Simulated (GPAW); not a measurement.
Wanted: an ASE script for a GPAW 26.7.0 run.

- Task: Fermi surface
- Functional: PBEsol
- Potentials or basis: PAW data sets generated in the run's folder for this functional
- Cutoff: 600 eV
- Basis: pw
- k mesh: 8 × 8 × 8
- Occupations: fermi-dirac, width 0.05 eV
- Spin: no spin polarisation
- Maxiter: 60
- Fermi k mesh: 12 × 12 × 12
- Mixer: pulay

The structure of Pb lies in Pb.xyz:

```xyz
1
Lattice="0.0000000000 2.4750200000 2.4750200000 2.4750200000 0.0000000000 2.4750200000 2.4750200000 2.4750200000 0.0000000000" Properties=species:S:1:pos:R:3 pbc="T T T"
Pb     0.0000000000      0.0000000000      0.0000000000
```

These files were run (other wordings do the same):

run.py

```python
import json
import numpy as np
from ase.dft.bandgap import bandgap
from ase.io import read, write
from ase.units import GPa
from gpaw import GPAW, PW, setup_paths

setup_paths.insert(0, '.')

atoms = read('Pb.xyz')

calc = GPAW(mode=PW(600),
            xc='PBEsol',
            kpts={'size': (8, 8, 8), 'gamma': True},
            occupations={'name': 'fermi-dirac', 'width': 0.05},
            nbands=14,
            convergence={'density': 1e-05, 'energy': 1e-05},
            mixer={'backend': 'pulay'},
            maxiter=60,
            txt='gpaw.txt')
atoms.calc = calc
energy = atoms.get_potential_energy()
forces = atoms.get_forces()
stress = atoms.get_stress()
calc.write('gs.gpw')
write('result.traj', atoms)
print(f'Energy: {energy:.6f} eV')
print('Forces (eV/A):')
print(forces.round(4))
print('Stress (GPa):', (stress / GPa).round(3))
print('Fermi level:', round(calc.get_fermi_level(), 4), 'eV')
print(f'Gap: {bandgap(calc)[0]:.4f} eV, direct: {bandgap(calc, direct=True)[0]:.4f} eV')

size = (12, 12, 12)
dense = calc.fixed_density(kpts={'size': size, 'gamma': True}, update_fermi_level=True,
                           convergence={'bands': 'CBM+2.0', 'eigenstates': 1e-7}, txt='dense.txt')
ef = dense.get_fermi_level()
index = np.round(dense.get_bz_k_points() * size).astype(int) % size
recip = 2 * np.pi * atoms.cell.reciprocal()
sheets = []
for s, e_kn in enumerate(dense.eigenvalues()):
    for n in range(e_kn.shape[1] - 2):
        if e_kn[:, n].min() < ef < e_kn[:, n].max():
            e = np.empty(size)
            e[tuple(index.T)] = e_kn[dense.get_bz_to_ibz_map(), n] - ef
            de = np.array([(np.roll(e, -1, c) - np.roll(e, 1, c)) * size[c] / 2 for c in range(3)])
            v = np.linalg.norm(np.einsum('vc,cxyz->vxyz', np.linalg.inv(recip), de), axis=0)
            w = np.exp(-(e / 0.1)**2) / (0.1 * np.pi**0.5)
            sheets.append({'spin': s, 'band': n, 'filled': (e < 0).mean(), 'dos': w.mean(), 'bottom': e.min(), 'top': e.max(),
                           'velocity': (w * v).sum() / w.sum() * 1.519267e5, 'slice': e[:, :, 0].round(3).tolist()})
            print(f'spin {s} band {n}: filled share {sheets[-1]["filled"]:.3f}, from {e.min():.3f} to {e.max():.3f} eV,',
                  f'{w.mean():.3f} states/eV, mean velocity {sheets[-1]["velocity"]:.3e} m/s')
print('Fermi level on the dense mesh:', round(ef, 4), 'eV,', len(sheets), 'sheets')
json.dump({'ef': ef, 'sheets': sheets}, open('fermi.json', 'w'))
```

Potentials or basis: PAW data sets generated in the run's folder for this functional, pw.

The run is started by

```console
$ gpaw-setup -f PBEsol Pb
$ OMP_NUM_THREADS=1 python run.py
```

Results of the run:

```json
{
 "Pressure": "-0.5 GPa",
 "Band gap on the k mesh": "none (metal or under the smearing width)"
}
```

Wall time 11 s on 1 thread of Intel(R) Xeon(R) 6985P-C CPU @ 2.30GHz (Granite Rapids), with other jobs on the host, peak memory 0.18 GiB.
